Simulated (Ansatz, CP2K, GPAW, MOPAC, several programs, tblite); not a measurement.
**SrCl2: cheap methods against density-functional theory**

How much accuracy does each second buy? SrCl2 is computed with 11 methods, from the cheapest up to r2SCAN.

Method: no spin polarisation, static lattice; gaps from single points on the cell relaxed beforehand with r²SCAN+rVV10, in MOPAC, tblite, CP2K, GPAW, Ansatz (versions at each run).

4 further runs of the same task are left out: 4 set aside as unsound or not needed.

## (1) The structure to begin with

It takes space group R3m (No. 160, trigonal). Conventional cell: a = 4.171 Å, b = 4.171 Å, c = 18.405 Å, α = 90.00°, β = 90.00°, γ = 120.00°. Sr (site symmetry 3m) has 6 Cl at 2.92 Å as nearest neighbours. Around Cl (site symmetry 3m) lie 3 Sr at 2.92 Å.

Structure file:

```xyz
3
Lattice="2.0857 1.2042 6.1350 -2.0857 1.2042 6.1350 0.0000 -2.4084 6.1350" Properties=species:S:1:pos:R:3 pbc="T T T"
Sr    0.0000    0.0000    0.0037
Cl    0.0000    0.0000    7.7812
Cl    0.0000    0.0000    4.4852
```

The structure type (3R (MoS2) bulk) is imposed and need not be the compound's stable one.

**Question.** The methods are PM6, PM7, GFN1-xTB (tblite), GFN2-xTB (tblite), PBE/DZVP, PBE/single-zeta, PBE/SZV, coarse PBE, GLLB-SC, PBE, r2SCAN. What gap does r2SCAN give on this cell, and which other methods (full PBE left aside) come nearest to r2SCAN and farthest in gap?

```
                                      quantity                                  value
                                        r2SCAN                            gap 4.87 eV
gap: nearest and farthest of the other methods  coarse PBE (-0.53 eV), PM7 (+4.88 eV)
```

For the gap, of the 8 methods compared (full PBE left aside), coarse PBE comes nearest to r2SCAN and PM7 is farthest. A minimal basis or a coarse cutoff and mesh shifts results by its own error, so closeness to r2SCAN can be chance. Cluster runs see only the k-points that fold onto the zone centre, so their gaps can miss the band edges. GLLB-SC is compared with its derivative discontinuity added. GFN1-xTB (tblite) ended in an unphysical state and is left out of the comparison. No r2SCAN modulus is at hand, so moduli aren't ranked. CPU times run from 1.4 s (coarse PBE) to 78 s (GLLB-SC). On this cell GLLB-SC cost more than r2SCAN itself (27 s), so it is no saving here. r2SCAN is a yardstick, not the truth: it usually gives gaps below the measured ones.
